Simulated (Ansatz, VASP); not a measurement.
**BN in VASP and in Ansatz**

The input INCAR:

```
SYSTEM = BN
  ALGO = Normal
  DIPOL = 0.5 0.5 0.500
  EDIFF = 1E-6
  ENCUT = 520
  GGA = PE
  IDIPOL = 3
  ISIF = 2
  ISMEAR = 0
  IVDW = 12
  LASPH = .True.
  LCHARG = .True.
  LDIPOL = .True.
  LELF = .True.
  LREAL = .False.
  LVACPOTAV = .True.
  LVHAR = .True.
  LWAVE = .False.
  NBANDS = 11
  NELM = 100
  PREC = Accurate
  SIGMA = 0.02
```

File KPOINTS:

```
k-points
0
Gamma
  12 12 1
  0 0 0
```

POSCAR

```
BN
1.0
    2.4480000000      0.0000000000      0.0000000000
   -1.2240000000      2.1200301885      0.0000000000
    0.0000000000      0.0000000000     26.0000000000
B N
1 1
Direct
    0.0000000000      0.0000000000      0.5192307692
    0.6666666667      0.3333333333      0.4807692308
```

Input for Ansatz:

```yaml
crystal:
  lattice:
    - [2.448, 0.0, 0.0]
    - [-1.224, 2.1200301885, 0.0]
    - [0.0, 0.0, 26.0]
  atoms:
    - { symbol: B, position: [0.0, 0.0, 0.5192307692] }
    - { symbol: "N", position: [0.6666666667, 0.3333333333, 0.4807692308] }
  periodic: [true, true, false]
basis:
  ecutwfc: 420
kpoints:
  mp_grid: { grid: [12, 12, 1] }
hamiltonian:
  xc: pbe
  dispersion: d3bj
scf:
  occupations: { method: gaussian, width: 0.02 }
output:
  forces: true
  stress: true
  eigenvalues: true
```

Alike in both runs: task single point; functional PBE; dispersion D3(BJ); k mesh 12 × 12 × 1; occupations gaussian, width 0.02 eV; no spin polarisation.

|  | VASP | Ansatz |
| --- | --- | --- |
| version | VASP 6.6.1 | Ansatz 0.2.0 |
| potentials or method | VASP PAW PBE potentials, release 64 (B, N) | scalar-relativistic, plane waves, PAW |
| plane-wave cutoff (eV) | 520 | 420 |
| valence electrons in the cell | 8 | 8 |

|  | VASP | Ansatz | Ansatz less VASP |
| --- | --- | --- | --- |
| gap on the k mesh at the Fermi level (eV) | none | none | - |
| rms of the force components (eV/Å) | 4.220 | 4.229 | +0.0082 |
| work function, face that differs most (eV) | 7.26 | 7.25 | -0.012 |

Atom by atom the forces differ by 0.008 eV/Å (rms over components). A gap of «none» marks a metal or a gap that the smearing closes.
